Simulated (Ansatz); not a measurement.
Crystal: As.

```xyz
2
Lattice="1.8808 1.0859 3.5141 -1.8808 1.0859 3.5141 0.0000 -2.1718 3.5141" Properties=species:S:1:pos:R:3 pbc="T T T"
As    0.0000    0.0000    2.3825
As    0.0000    0.0000    8.1597
```

Base run:

```yaml
Program: Ansatz 0.2.0
Functional: revPBE
Potentials_or_basis: Ansatz PAW
Cutoff: "420 eV (not typed: the program's choice for these potentials)"
k_mesh: 9 × 9 × 9
Occupations: fermi-dirac, width 0.05 eV
Spin: no spin polarisation
```

Its results: band gap on the k mesh none (metal or under the smearing width); pressure 5.0 GPa; largest force 0.452 eV/Å.

**Question.** After a change of settings the same cell gave: band gap on the k mesh none (metal or under the smearing width); pressure 9.0 GPa; largest force 0.434 eV/Å. Which change was it?
A. functional from revPBE to BLYP
B. functional from revPBE to r2SCAN; cutoff from 420 eV (not typed: the program's choice for these potentials) to 500 eV (not typed: the program's choice for these potentials)
C. functional from revPBE to RPBE

**Answer.** A.

Caveats: the PAW data sets come from PBE, with cores solved anew for the run's functional, which leaves a small shift of forces and pressure.

Runs at the PBE level aren't shown here.
